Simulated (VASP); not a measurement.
The system is ZnO.

```
Zn O
1.0
     3.24931    0.00000    0.00000
    -1.62465    2.81398    0.00000
     0.00000    0.00000    5.20571
Zn O
2 2
Direct
  0.33333 0.66667 0.50000
  0.66667 0.33333 0.00000
  0.66667 0.33333 0.37901
  0.33333 0.66667 0.87901
```

| Property | Result |
| --- | --- |
| Program | VASP 6.6.1 |
| Task | relaxation of cell and atoms |
| Functional | PBE |
| Potentials or basis | VASP PAW PBE potentials, release 64 (Zn, O) |
| Cutoff | 600 eV |
| k mesh | 9 × 9 × 5 |
| Occupations | gaussian, width 0.03 eV |
| Spin | no spin polarisation |

At the start: pressure 5.8 GPa; volume 11.90 Å³/atom.

Q: Where does the relaxation end?

A: Over 14 steps the energy falls by 8.9 meV/atom and the volume is 12.39 Å³/atom (+4.1 %); space group P6_3mc (No. 186, to 0.05 Å).

Step by step:
```csv
step,energy change (eV),largest force (eV/Å),pressure (GPa),volume (Å³)
1,0.0000,0.0741,5.83,47.60
2,-0.0270,0.0268,-2.61,50.64
3,-0.0357,0.0011,-0.01,49.59
4,-0.0357,0.0022,-0.06,49.63
5,-0.0357,0.0108,-0.01,49.62
6,-0.0357,0.0152,-0.10,49.62
7,-0.0358,0.0116,-0.01,49.57
8,-0.0357,0.0100,0.08,49.54
9,-0.0357,0.0103,0.14,49.54
10,-0.0358,0.0109,0.11,49.56
11,-0.0358,0.0125,0.00,49.56
12,-0.0358,0.0103,0.12,49.56
13,-0.0358,0.0121,0.06,49.56
14,-0.0358,0.0025,0.06,49.57
```

Final structure:
```xyz
4
Lattice="3.2864 0.0000 0.0000 -1.6432 2.8461 0.0000 0.0000 0.0000 5.2998" Properties=species:S:1:pos:R:3 pbc="T T T"
Zn    0.0000    1.8974    2.6489
Zn    1.6432    0.9487    5.2988
O     1.6432    0.9487    2.0097
O     0.0000    1.8974    4.6596
```
